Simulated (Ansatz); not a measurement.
Reaction (ligand exchange at a B–C bond): `CB(Cl)CN` + acetic acid → `CB(Cl)OC(C)=O` + CH₃NH₂

Computed with Ansatz on PBE0-D4/def2-TZVP structures; ΔE is electronic, products minus reactants. CCSD(T)/CBS is the MP2 limit (def2-TZVPP, def2-QZVPP) plus CCSD(T) − MP2 in def2-TZVPP, frozen cores. Functionals use def2-TZVPP. B3LYP here is the variant with VWN-RPA as its local correlation; programs differ in this. Each species was taken in one conformer, which may not be the lowest.

| level | ΔE (kcal/mol) | difference from CCSD(T)/CBS |
| --- | --- | --- |
| PBE-D4 | -20.3 | 2.3 |
| r2SCAN-D4 | -22.1 | 0.5 |
| PBE0-D4 | -20.9 | 1.7 |
| B3LYP-D4 | -23.2 | -0.6 |
| ωB97X-V | -22.3 | 0.3 |
| ωB97M-V | -22.3 | 0.3 |
| B2PLYP | -23.3 | -0.7 |
| PBE | -20.2 | 2.4 |
| r2SCAN | -22.0 | 0.6 |
| PBE0 | -20.8 | 1.8 |
| B3LYP | -23.1 | -0.5 |
| HF/def2-TZVPP | -25.7 | -3.1 |
| MP2/def2-TZVPP | -22.8 | -0.2 |
| SCS-MP2/def2-TZVPP | -23.7 | -1.1 |
| CCSD/def2-TZVPP | -23.3 | -0.7 |
| CCSD(T)/def2-TZVPP | -23.2 | -0.6 |
| HF/def2-QZVPP | -25.9 | -3.3 |
| MP2/def2-QZVPP | -22.5 | 0.1 |
| SCS-MP2/def2-QZVPP | -23.4 | -0.8 |
| HF/CBS(def2) | -25.9 | -3.3 |
| MP2/CBS(def2) | -22.2 | 0.4 |
| CCSD/CBS(def2) | -22.7 | -0.1 |
| CCSD(T)/CBS | -22.6 | 0 |

Largest T1 diagnostic among the species: 0.015.

In def2-TZVPP, CCSD(T) changes the Hartree–Fock value by +2.5 kcal/mol (the triples alone add +0.1 kcal/mol) and MP2 by +2.9 kcal/mol.

CCSD(T)/CBS has its own doubt, a few kJ/mol and more with outer-core shells, so smaller differences from it don't rank the levels.
